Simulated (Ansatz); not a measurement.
Crystal: Nb.

```
CELL_PARAMETERS angstrom
0.00000 2.11500 2.11500
2.11500 0.00000 2.11500
2.11500 2.11500 0.00000
ATOMIC_POSITIONS crystal
Nb 0.00000 0.00000 0.00000
```

This isn't the form of Nb at room conditions, which is bcc.

- Program: Ansatz 0.2.0
- Task: relaxation of cell and atoms
- Functional: PBEsol
- Dispersion: D3(BJ)
- Potentials or basis: Ansatz PAW
- Cutoff: 420 eV (not typed: the program's choice for these potentials)
- k mesh: 11 × 11 × 11
- Occupations: fermi-dirac, width 0.05 eV
- Spin: no spin polarisation

At the start: volume 18.92 Å³/atom.

How do energy, volume and symmetry change on relaxing?

It ends after 6 steps and the volume is 17.40 Å³/atom (-8.0 %); space group Fm-3m (No. 225, to 0.05 Å).

Step by step:
```csv
step,energy change (eV),largest force (eV/Å),volume (Å³)
1,0.0000,0.0000,18.92
2,-0.0229,0.0000,16.29
3,-0.0683,0.0000,17.52
4,-0.0688,0.0000,17.41
5,-0.0688,0.0000,17.40
6,-0.0686,0.0000,17.40
```

Final structure:
```yaml
crystal:
  lattice:
    - [0.00000, 2.05676, 2.05676]
    - [2.05676, 0.00000, 2.05676]
    - [2.05676, 2.05676, 0.00000]
  atoms:
    - { symbol: Nb, position: [0.00000, 0.00000, 0.00000] }
```

Caveat: the plane-wave basis is chosen anew once the cell has moved, so the energies of steps on either side of that aren't comparable; pairwise dispersion overbinds metals, which lowers pressure and volume; the PAW data sets come from PBE, with cores solved anew for the run's functional, which leaves a small shift of forces and pressure.
